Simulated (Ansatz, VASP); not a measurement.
**Mg: VASP beside Ansatz**

```
CELL_PARAMETERS angstrom
3.20927 0.00000 0.00000
-1.60464 2.77931 0.00000
0.00000 0.00000 5.26243
ATOMIC_POSITIONS crystal
Mg 0.33333 0.66667 0.25000
Mg 0.66667 0.33333 0.75000
```

Change from the starting cell: zz strain of +1 %.

Alike in both runs: task single point; functional LDA; k mesh 12 × 12 × 7; occupations fermi-dirac, width 0.05 eV; no spin polarisation.

|  | VASP | Ansatz |
| --- | --- | --- |
| version | VASP 6.6.1 | Ansatz 0.2.0 |
| potentials or method | VASP PAW LDA potentials, release 64 (Mg), cutoff 520 eV | all-electron LAPW, scalar-relativistic |

VASP gave:

| Quantity | Value |
| --- | --- |
| pressure (GPa) | -3.1 |
| largest component of the traceless stress (GPa) | 0.97 |

**Question.** What did Ansatz give for the same quantities?

**Answer.** Pressure (GPa): -2.8; largest component of the traceless stress (GPa): 0.97.

Ansatz ran all-electron here, so the differences hold the error of VASP's frozen core and of both bases.
